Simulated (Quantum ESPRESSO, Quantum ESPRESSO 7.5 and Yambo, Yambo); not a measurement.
# A GW chain in Yambo: BeTe (F-43m)

Wanted: ground state, empty states, screening and self-energy for BeTe (F-43m).

Program: Quantum ESPRESSO 7.5 and Yambo 5.3.0. Level of theory: PBE and many-body steps on it, plane waves. Results are calculated unless marked as measured.

The database entry behind the starting cell differs from later determinations by our own check (an axis about 1.5 % short against later determinations), so it need not match the best structure at ambient conditions.

**1. Starting point**

Symmetry: F-43m, No. 216, cubic system. The conventional cell has a = 5.540 Å, b = 5.540 Å, c = 5.540 Å, α = 90.00°, β = 90.00°, γ = 90.00°. Nearest to Be lie 4 Te at 2.40 Å. Te has 4 Be at 2.40 Å nearest. Farther neighbours and most contacts between anions are not listed.

The cell and positions come from the Crystallography Open Database and are kept as given unless a step says otherwise. Spin-orbit coupling is left out unless a step names it.

**2. Ground state**

This step: Quantum ESPRESSO 7.5; DFT, PBE, plane waves, norm-conserving pseudopotentials.

The ground-state density comes first.

Input file pw.in:

```
&control
  calculation = 'scf'
  prefix = 'x'
  outdir = 'o'
  pseudo_dir = 'pseudo'
/
&system
  ibrav = 0
  nat = 2
  ntyp = 2
  ecutwfc = 88.0
  nbnd = 19
  force_symmorphic = .true.
/
&electrons
  conv_thr = 1e-10
  electron_maxstep = 80
  mixing_beta = 0.5
/
ATOMIC_SPECIES
  Be 9.012 Be.upf
  Te 127.6 Te.upf
CELL_PARAMETERS angstrom
  0.0000000000 2.7700000000 2.7700000000
  2.7700000000 0.0000000000 2.7700000000
  2.7700000000 2.7700000000 -0.0000000000
ATOMIC_POSITIONS crystal
  Be 0.0000000000 0.0000000000 0.0000000000
  Te 0.2500000000 0.2500000000 0.2500000000
K_POINTS automatic
  6 6 6 0 0 0
```

Started as:

```sh
> OMP_NUM_THREADS=1 mpirun -n 4 pw.x -nk 4 -in pw.in > pw.out
```

What it wrote:

```text
Program PWSCF v.7.5 starts

     This program is part of the open-source Quantum ESPRESSO suite
     for quantum simulation of materials; please cite
         "P. Giannozzi et al., J. Phys.:Condens. Matter 21 395502 (2009);
         "P. Giannozzi et al., J. Phys.:Condens. Matter 29 465901 (2017);
         "P. Giannozzi et al., J. Chem. Phys. 152 154105 (2020);
     in publications or presentations arising from this work. More details at
     Message from routine setup:
     using ibrav=0 with symmetry is DISCOURAGED, use correct ibrav instead

     G-vector sticks info

     bravais-lattice index     =            0
     lattice parameter (alat)  =       7.4028  a.u.
     unit-cell volume          =     286.8573 (a.u.)^3
     number of atoms/cell      =            2
     number of atomic types    =            2
     number of electrons       =        28.00
     number of Kohn-Sham states=           19
     kinetic-energy cutoff     =      88.0000  Ry
     charge density cutoff     =     352.0000  Ry
     scf convergence threshold =      1.0E-10
     mixing beta               =       0.5000
     number of iterations used =            8  plain     mixing
     Exchange-correlation= PBE
                           (   1   4   3   4   0   0   0)

     celldm(1)=   7.402759  celldm(2)=   0.000000  celldm(3)=   0.000000
     celldm(4)=   0.000000  celldm(5)=   0.000000  celldm(6)=   0.000000

     crystal axes: (cart. coord. in units of alat)
               a(1) = (   0.000000   0.707107   0.707107 )
               a(2) = (   0.707107   0.000000   0.707107 )
               a(3) = (   0.707107   0.707107  -0.000000 )

     reciprocal axes: (cart. coord. in units 2 pi/alat)
               b(1) = ( -0.707107  0.707107  0.707107 )
               b(2) = (  0.707107 -0.707107  0.707107 )
               b(3) = (  0.707107  0.707107 -0.707107 )
     Pseudo is Norm-conserving, Zval =  4.0
     Generated using ONCVPSP code by D. R. Hamann
     Using radial grid of 1358 points,  4 beta functions with:
     Pseudo is Norm-conserving + core correction, Zval = 24.0
     Generated using ONCVPSP code by D. R. Hamann
     Using radial grid of 1294 points,  8 beta functions with:
     Be                4.00     9.01200     Be( 1.00)
     Te               24.00   127.60000     Te( 1.00)

     24 Sym. Ops. (no inversion) found

   Cartesian axes

     site n.     atom                  positions (alat units)
         1        Be     tau(   1) = (   0.0000000   0.0000000   0.0000000  )
         2        Te     tau(   2) = (   0.3535534   0.3535534   0.3535534  )

     number of k points=    16
                       cart. coord. in units 2pi/alat
        k(    1) = (   0.0000000   0.0000000   0.0000000), wk =   0.0092593
        k(    2) = (   0.1178511   0.1178511  -0.1178511), wk =   0.0740741
        k(    3) = (   0.2357023   0.2357023  -0.2357023), wk =   0.0740741
        k(    4) = (  -0.3535534  -0.3535534   0.3535534), wk =   0.0370370
        k(    5) = (   0.2357023   0.0000000  -0.0000000), wk =   0.0555556
        k(    6) = (   0.3535534   0.1178511  -0.1178511), wk =   0.2222222
        k(    7) = (  -0.2357023  -0.4714045   0.4714045), wk =   0.2222222
        k(    8) = (  -0.1178511  -0.3535534   0.3535534), wk =   0.2222222
        k(    9) = (   0.0000000  -0.2357023   0.2357023), wk =   0.1111111
        k(   10) = (   0.4714045   0.0000000  -0.0000000), wk =   0.0555556
     [... 4 further rows ...]
        k(   15) = (  -0.1178511  -0.3535534   0.5892557), wk =   0.2222222
        k(   16) = (  -0.7071068   0.2357023   0.0000000), wk =   0.1111111

     Dense  grid:    31951 G-vectors     FFT dimensions: (  45,  45,  45)

     Initial potential from superposition of free atoms

     starting charge      27.9996, renormalised to      28.0000
     Starting wfcs are   15 randomized atomic wfcs +    4 random wfcs

     per-process dynamical memory:    29.1 Mb

     Self-consistent Calculation

     iteration #  1     ecut=    88.00 Ry     beta= 0.50

     Threshold (ethr) on eigenvalues was too large:
     Diagonalizing with lowered threshold

     total energy              =    -588.95080599 Ry
     estimated scf accuracy    <       0.04109391 Ry

     iteration #  2     ecut=    88.00 Ry     beta= 0.50

     total energy              =    -588.95344250 Ry
     estimated scf accuracy    <       0.00449827 Ry

     iteration #  3     ecut=    88.00 Ry     beta= 0.50

     total energy              =    -588.95369491 Ry
     estimated scf accuracy    <       0.00035816 Ry

     iteration #  4     ecut=    88.00 Ry     beta= 0.50

     total energy              =    -588.95372431 Ry
     estimated scf accuracy    <       0.00001527 Ry

     iteration #  5     ecut=    88.00 Ry     beta= 0.50

     total energy              =    -588.95372687 Ry
     estimated scf accuracy    <       0.00000064 Ry

     iteration #  6     ecut=    88.00 Ry     beta= 0.50

     total energy              =    -588.95372707 Ry
     estimated scf accuracy    <       0.00000002 Ry

     iteration #  7     ecut=    88.00 Ry     beta= 0.50

     total energy              =    -588.95372708 Ry
     estimated scf accuracy    <          5.0E-09 Ry

     iteration #  8     ecut=    88.00 Ry     beta= 0.50

     total energy              =    -588.95372708 Ry
     estimated scf accuracy    <          3.7E-10 Ry

     iteration #  9     ecut=    88.00 Ry     beta= 0.50

     End of self-consistent calculation

          k = 0.0000 0.0000 0.0000 (  4015 PWs)   bands (ev):

  -149.6017 -99.6294 -99.6294 -99.6294 -90.8179 -26.9193 -26.9193 -26.9193
   -26.9043 -26.9043  -3.2079   9.4262   9.4262   9.4262  13.0168  13.0168
    13.0168  13.6252  17.8212

          k = 0.1179 0.1179-0.1179 (  3993 PWs)   bands (ev):

  -149.6017 -99.6294 -99.6294 -99.6294 -90.8179 -26.9186 -26.9178 -26.9178
   -26.9041 -26.9041  -2.9304   7.3379   9.0145   9.0145  13.0067  13.5978
    13.5978  15.5259  18.4300

          k = 0.2357 0.2357-0.2357 (  3996 PWs)   bands (ev):

  -149.6016 -99.6294 -99.6294 -99.6294 -90.8179 -26.9174 -26.9163 -26.9163
   -26.9033 -26.9033  -2.2280   4.7385   8.4368   8.4368  12.7579  14.0651
    14.0651  17.2943  19.0202

          k =-0.3536-0.3536 0.3536 (  3996 PWs)   bands (ev):

     [... further k-points ...]

     highest occupied, lowest unoccupied level (ev):     9.4262   11.2895

!    total energy              =    -588.95372708 Ry
     estimated scf accuracy    <          4.5E-11 Ry

     The total energy is the sum of the following terms:
     one-electron contribution =    -443.77695372 Ry
     hartree contribution      =     206.03692599 Ry
     xc contribution           =     -77.24413316 Ry
     ewald contribution        =    -273.96956620 Ry

     convergence has been achieved in   9 iterations

     XML data file, charge density, pseudopotentials, collected wavefunctions

=------------------------------------------------------------------------------=
   JOB DONE.
=------------------------------------------------------------------------------=
```

The job ended after 6.6 s (4 MPI ranks of Arm Neoverse V1, shared host; peak memory 0.29 GiB).

This step gave:

| Quantity | Value |
| --- | --- |
| total energy | -8013.1237 eV |
| gap | 1.863 eV |
| k of the valence top | 0, 0, 0 |
| k of the conduction bottom | 0, -0.5, -0.5 |
| least direct gap | 3.591 eV |

The gap is indirect, with the least direct gap 1.73 eV higher.

**3. Bands along the symmetry lines**

Levels along a band path, at the cheap level, show where the edges lie and whether the meshes to come will hold them.

Input file pw.in:

```
&control
  calculation = 'bands'
  prefix = 'x'
  outdir = 'o'
  pseudo_dir = 'pseudo'
/
&system
  ibrav = 0
  nat = 2
  ntyp = 2
  ecutwfc = 88.0
  nbnd = 20
  force_symmorphic = .true.
/
&electrons
  conv_thr = 1e-9
  electron_maxstep = 80
  diago_full_acc = .true.
  diago_thr_init = 5e-6
/
ATOMIC_SPECIES
  Be 9.012 Be.upf
  Te 127.6 Te.upf
CELL_PARAMETERS angstrom
  0.0000000000 2.7700000000 2.7700000000
  2.7700000000 0.0000000000 2.7700000000
  2.7700000000 2.7700000000 -0.0000000000
ATOMIC_POSITIONS crystal
  Be 0.0000000000 0.0000000000 0.0000000000
  Te 0.2500000000 0.2500000000 0.2500000000
K_POINTS crystal
  50
  0.00000000 0.00000000 0.00000000 1
  -0.06250000 -0.06250000 0.00000000 1
  -0.12500000 -0.12500000 0.00000000 1
  -0.18750000 -0.18750000 0.00000000 1
  -0.25000000 -0.25000000 0.00000000 1
  -0.31250000 -0.31250000 0.00000000 1
  -0.37500000 -0.37500000 0.00000000 1
  -0.43750000 -0.43750000 0.00000000 1
  -0.50000000 -0.50000000 0.00000000 1
  -0.48437500 -0.48437500 0.03125000 1
  -0.46875000 -0.46875000 0.06250000 1
  -0.45312500 -0.45312500 0.09375000 1
  -0.43750000 -0.43750000 0.12500000 1
  -0.42187500 -0.42187500 0.15625000 1
  -0.40625000 -0.40625000 0.18750000 1
  -0.39062500 -0.39062500 0.21875000 1
  -0.37500000 -0.37500000 0.25000000 1
  -0.37500000 0.00000000 0.37500000 1
  -0.32812500 0.00000000 0.32812500 1
  -0.28125000 0.00000000 0.28125000 1
  -0.23437500 0.00000000 0.23437500 1
  -0.18750000 0.00000000 0.18750000 1
  -0.14062500 0.00000000 0.14062500 1
  -0.09375000 0.00000000 0.09375000 1
  -0.04687500 0.00000000 0.04687500 1
  0.00000000 0.00000000 0.00000000 1
  0.00000000 0.00000000 0.06250000 1
  0.00000000 0.00000000 0.12500000 1
  0.00000000 0.00000000 0.18750000 1
  0.00000000 0.00000000 0.25000000 1
  0.00000000 0.00000000 0.31250000 1
  0.00000000 0.00000000 0.37500000 1
  0.00000000 0.00000000 0.43750000 1
  -0.00000000 -0.00000000 0.50000000 1
  -0.06250000 -0.03125000 0.46875000 1
  -0.12500000 -0.06250000 0.43750000 1
  -0.18750000 -0.09375000 0.40625000 1
  -0.25000000 -0.12500000 0.37500000 1
  -0.31250000 -0.15625000 0.34375000 1
  -0.37500000 -0.18750000 0.31250000 1
  -0.43750000 -0.21875000 0.28125000 1
  -0.50000000 -0.25000000 0.25000000 1
  -0.50000000 -0.28125000 0.21875000 1
  -0.50000000 -0.31250000 0.18750000 1
  -0.50000000 -0.34375000 0.15625000 1
  -0.50000000 -0.37500000 0.12500000 1
  -0.50000000 -0.40625000 0.09375000 1
  -0.50000000 -0.43750000 0.06250000 1
  -0.50000000 -0.46875000 0.03125000 1
  -0.50000000 -0.50000000 0.00000000 1
```

What it wrote:

```text
[banner, memory and clock lines left out]
Program PWSCF v.7.5 starts

     Atomic positions and unit cell read from directory:
     o/x.save/

     Message from routine setup:
     using ibrav=0 with symmetry is DISCOURAGED, use correct ibrav instead

     G-vector sticks info

     bravais-lattice index     =            0
     lattice parameter (alat)  =       7.4028  a.u.
     unit-cell volume          =     286.8573 (a.u.)^3
     number of atoms/cell      =            2
     number of atomic types    =            2
     number of electrons       =        28.00
     number of Kohn-Sham states=           20
     kinetic-energy cutoff     =      88.0000  Ry
     charge density cutoff     =     352.0000  Ry
     Exchange-correlation= PBE
                           (   1   4   3   4   0   0   0)

     celldm(1)=   7.402759  celldm(2)=   0.000000  celldm(3)=   0.000000
     celldm(4)=   0.000000  celldm(5)=   0.000000  celldm(6)=   0.000000

     crystal axes: (cart. coord. in units of alat)
               a(1) = (   0.000000   0.707107   0.707107 )
               a(2) = (   0.707107   0.000000   0.707107 )
               a(3) = (   0.707107   0.707107  -0.000000 )

     reciprocal axes: (cart. coord. in units 2 pi/alat)
               b(1) = ( -0.707107  0.707107  0.707107 )
               b(2) = (  0.707107 -0.707107  0.707107 )
               b(3) = (  0.707107  0.707107 -0.707107 )
     Pseudo is Norm-conserving, Zval =  4.0
     Generated using ONCVPSP code by D. R. Hamann
     Using radial grid of 1358 points,  4 beta functions with:
     Pseudo is Norm-conserving + core correction, Zval = 24.0
     Generated using ONCVPSP code by D. R. Hamann
     Using radial grid of 1294 points,  8 beta functions with:
     Be                4.00     9.01200     Be( 1.00)
     Te               24.00   127.60000     Te( 1.00)

     24 Sym. Ops. (no inversion) found

   Cartesian axes

     site n.     atom                  positions (alat units)
         1        Be     tau(   1) = (   0.0000000   0.0000000   0.0000000  )
         2        Te     tau(   2) = (   0.3535534   0.3535534   0.3535534  )

     number of k points=    50
                       cart. coord. in units 2pi/alat
        k(    1) = (   0.0000000   0.0000000   0.0000000), wk =   0.0400000
        k(    2) = (   0.0000000   0.0000000  -0.0883883), wk =   0.0400000
        k(    3) = (   0.0000000   0.0000000  -0.1767767), wk =   0.0400000
[...]
[... 38 further rows ...]
        k(   49) = (   0.0441942  -0.0000000  -0.7071068), wk =   0.0400000
        k(   50) = (   0.0000000   0.0000000  -0.7071068), wk =   0.0400000

     Dense  grid:    31951 G-vectors     FFT dimensions: (  45,  45,  45)

     The potential is recalculated from file :
     o/x.save/charge-density

     Starting wfcs are   15 randomized atomic wfcs +    5 random wfcs

     Band Structure Calculation

     End of band structure calculation

          k = 0.0000 0.0000 0.0000 (  4015 PWs)   bands (ev):

  -149.6016 -99.6293 -99.6293 -99.6293 -90.8180 -26.9192 -26.9192 -26.9192
   -26.9042 -26.9042  -3.2079   9.4262   9.4262   9.4262  13.0168  13.0168
    13.0168  13.6252  17.8213  19.9978

          k = 0.0000 0.0000-0.0884 (  3951 PWs)   bands (ev):

  -149.6015 -99.6293 -99.6293 -99.6293 -90.8180 -26.9186 -26.9177 -26.9177
[...]
13.3155  13.9811  17.9572  18.9519

          k = 0.0000 0.0000-0.1768 (  3967 PWs)   bands (ev):

[...]
14.0497  14.6027  17.6284  18.7212

          k =-0.0000 0.0000-0.2652 (  3984 PWs)   bands (ev):

[...]
k = 0.0000 0.0000-0.3536 (  4016 PWs)   bands (ev):

[...]
k = 0.0000-0.0000-0.4419 (  4008 PWs)   bands (ev):

[...]
k =-0.0000 0.0000-0.5303 (  4016 PWs)   bands (ev):

[...]
k = 0.0000-0.0000-0.6187 (  4016 PWs)   bands (ev):

[...]
k = 0.5303-0.0000-0.5303 (  4031 PWs)   bands (ev):

[...]
k = 0.0000 0.0000 0.0000 (  4015 PWs)   bands (ev):

[...]
k = 0.1326 0.0000-0.7071 (  4012 PWs)   bands (ev):

[...]
k = 0.0884-0.0000-0.7071 (  4004 PWs)   bands (ev):

[...]
k = 0.0442-0.0000-0.7071 (  4002 PWs)   bands (ev):

[...]
19.4096  19.4143  21.2001  22.6090

          k = 0.0000 0.0000-0.7071 (  3984 PWs)   bands (ev):

  -149.6016 -99.6293 -99.6293 -99.6293 -90.8179 -26.9201 -26.9110 -26.9110
   -26.9057 -26.9013  -1.2006   4.0536   6.5987   6.5987  11.2895  12.0458
    19.5059  19.5059  21.2764  22.9647

     XML data file, pseudopotentials, collected wavefunctions
```

Wall time 5.4 s (4 MPI ranks); peak memory 0.23 GiB.

Numbers from this step:

- gap: 1.863 eV
- k of the valence top: 0, 0, 0
- k of the conduction bottom: -0.5, -0.5, 0
- least direct gap: 3.591 eV

The gap is 1.863 eV, as in the run before at this level.

The electronic bands at the labelled points (eV, zero at the top of the highest filled band):

| point | band 11 | band 12 | band 13 | band 14 | band 15 | band 16 | band 17 | band 18 |
| --- | --- | --- | --- | --- | --- | --- | --- | --- |
| Γ | -12.63 | 0.00 | 0.00 | 0.00 | 3.59 | 3.59 | 3.59 | 4.20 |
| halfway | -11.83 | -2.99 | -1.81 | -1.81 | 2.54 | 4.44 | 6.61 | 6.61 |
| X | -10.63 | -5.37 | -2.83 | -2.83 | 1.86 | 2.62 | 10.08 | 10.08 |
| halfway | -10.62 | -5.26 | -3.36 | -2.72 | 2.22 | 3.32 | 9.41 | 9.52 |
| U | -10.65 | -4.99 | -4.15 | -2.39 | 2.64 | 5.33 | 8.10 | 8.48 |
| jump to K | -10.65 | -4.99 | -4.15 | -2.39 | 2.64 | 5.33 | 8.10 | 8.48 |
| halfway | -11.76 | -3.69 | -2.43 | -0.72 | 4.16 | 4.70 | 5.33 | 6.45 |
| Γ | -12.63 | 0.00 | 0.00 | 0.00 | 3.59 | 3.59 | 3.59 | 4.20 |
| halfway | -12.04 | -3.49 | -0.73 | -0.73 | 3.45 | 4.52 | 4.52 | 7.30 |
| L | -11.17 | -5.85 | -1.21 | -1.21 | 3.23 | 4.60 | 4.60 | 7.81 |
| halfway | -10.90 | -5.40 | -3.07 | -2.05 | 4.21 | 4.47 | 6.86 | 7.96 |
| W | -10.59 | -4.79 | -3.96 | -3.44 | 5.33 | 5.55 | 5.68 | 6.42 |
| halfway | -10.61 | -5.16 | -3.34 | -3.16 | 2.97 | 3.63 | 8.52 | 8.70 |
| X | -10.63 | -5.37 | -2.83 | -2.83 | 1.86 | 2.62 | 10.08 | 10.08 |

The electronic bands as a text plot (rows in eV, shown from -8.0 to 7.9 only):

```
    7.5 |       ++         +++              +++ ++     +    +
    6.9 |     ++           +++++                      ++++ ++
    6.2 |                   +++++++        +         +   +++
    5.5 |    +            +   +++  ++    ++              ++
    4.9 |  +++           +      +++  +       ++++++++  +++ ++
    4.2 |++   ++              +++++++ +++++++     ++++++    +
    3.6 |++     ++     ++   ++     ++++++++++++++ +++        +
    2.9 |  +++    +++++   ++                     +           ++++
    2.2 |     +++++   ++++                                    +++
    1.6 |          +++
    0.9 |
    0.3 |*                           ***
   -0.4 | ***                   ******  *****
   -1.1 |  ***                **   **    **  *******
   -1.7 |    ***           ***   ****             *****
   -2.4 |       ***     ***     *          *         * *
   -3.0 |     **   *****      ** **                   * **  *****
   -3.7 |       **      **  **  *           *          ******
   -4.4 |         *       **  **             **
   -5.0 |          ** ********                 *       *********
   -5.7 |            *                          *******         *
   -6.3 |
   -7.0 |
   -7.7 |
         Γ           X  U|K            Γ         L        W     X
```

[end of part 1 of 3]

[Paths, hosts, dates, memory and timing lines, banners, echoed tables and standing remarks are left out of the program output.]

[Logs are printed without paths, hosts, clocks, repeated set-up lines and the standing remarks that a program may print on its own settings, such as how far it seeks lower states.]

[Runs of the session that timed out or met a known fault of the program may be left out.]

[Hosts, paths, dates, database ids (printed as entryN), source tags and the programs' standing remarks are cut or masked in the printed files.]
